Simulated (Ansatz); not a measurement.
Write the native input for Ansatz 0.2.0 that does the following.

- Task: single point
- Functional: PBE
- Potentials or basis: all-electron LAPW, scalar-relativistic
- Cutoff: 213 eV (chosen from the basis error)
- Basis error allowed: 0.001 eV/atom
- k mesh: 10 × 10 × 10
- Occupations: fermi-dirac, width 0.05 eV
- Spin: no spin polarisation

TiAl3:

```
Ti Al
1.0
    -1.91111    1.91111    4.28067
     1.91111   -1.91111    4.28067
     1.91111    1.91111   -4.28067
Ti Al
1 3
Direct
  0.00000 0.00000 0.00000
  0.25000 0.75000 0.50000
  0.75000 0.25000 0.50000
  0.50000 0.50000 0.00000
```

The cell comes from a database or a generator and needn't be the stable form of this composition.

One way to write it, as run:

input.yaml

```yaml
crystal:
  lattice:
    - [-1.9111067713, 1.9111067713, 4.2806687947]
    - [1.9111067713, -1.9111067713, 4.2806687947]
    - [1.9111067713, 1.9111067713, -4.2806687947]
  atoms:
    - { symbol: Ti, position: [0.0, 0.0, 0.0] }
    - { symbol: Al, position: [0.25, 0.75, 0.5] }
    - { symbol: Al, position: [0.75, 0.25, 0.5] }
    - { symbol: Al, position: [0.5, 0.5, 0.0] }
kpoints:
  mp_grid: { grid: [10, 10, 10] }
scf:
  occupations: { method: fermi_dirac, width: 0.05 }
hamiltonian:
  xc: pbe
  pseudopotentials: { kind: all_electron, lapw: { basis_error: 0.001 } }
output:
  forces: true
  stress: true
  eigenvalues: true
  populations: true
```

Potentials or basis: all-electron LAPW, scalar-relativistic.

Launch:

```console
$ ansatz run input.yaml --threads 2 --pin off --max-ram 6144MiB --backend cpu --events-out ev --progress --plain --runs-dir out
```

Results of the run:

```
Pressure               : 2.1 GPa
Band gap on the k mesh : none (metal or under the smearing width)
Loewdin charges        : Ti +0.53; Al -0.15, -0.10 e
```

It took 17 s on 2 threads of Arm Neoverse V2 (shared host), peak memory 0.53 GiB.
